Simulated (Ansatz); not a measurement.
Crystal: MnO2.

```
Mn O
1.0
     2.85496    0.00000    0.00000
    -1.42748    2.47246    0.00000
     0.00000    0.00000   10.22174
Mn O
2 4
Direct
  0.00000 0.00000 0.50000
  0.00000 0.00000 0.00000
  0.66667 0.33333 0.40686
  0.66667 0.33333 0.09314
  0.33333 0.66667 0.59314
  0.33333 0.66667 0.90686
```

Measurements of this composition are mostly on another form, of space group No. 136.

Base run:

| Property | Result |
| --- | --- |
| Program | Ansatz 0.2.0 |
| Functional | PBEsol |
| Potentials or basis | Ansatz PAW |
| Cutoff | 420 eV (not typed: the program's choice for these potentials) |
| k mesh | 9 × 9 × 3 |
| Occupations | fermi-dirac, width 0.05 eV |
| Spin | collinear spin, ferromagnetic start |
| Starting moments | [3.0, 3.0, 0.0, 0.0, 0.0, 0.0] μB |
| Fixed moment | 6 μB |

Its results: pressure -2.3 GPa; site moments Mn +2.49; O +0.05 μB; largest force 0.190 eV/Å.

The run is repeated on the same cell with these changes: fixed moment from 6 μB to 2 μB; moments at the start from [3.0, 3.0, 0.0, 0.0, 0.0, 0.0] to [1.0, 1.0, 0.0, 0.0, 0.0, 0.0]. What comes out?

Pressure -9.4 GPa; site moments Mn +0.87; O +0.00 μB; largest force 0.370 eV/Å.

Caveats: the total moment is fixed, so each spin has its own Fermi level; only a ferromagnetic start was run, and an antiferromagnetic order may lie lower in energy; the PAW data sets come from PBE, with cores solved anew for the run's functional, which leaves a small shift of forces and pressure; the thresholds are loose for stress.
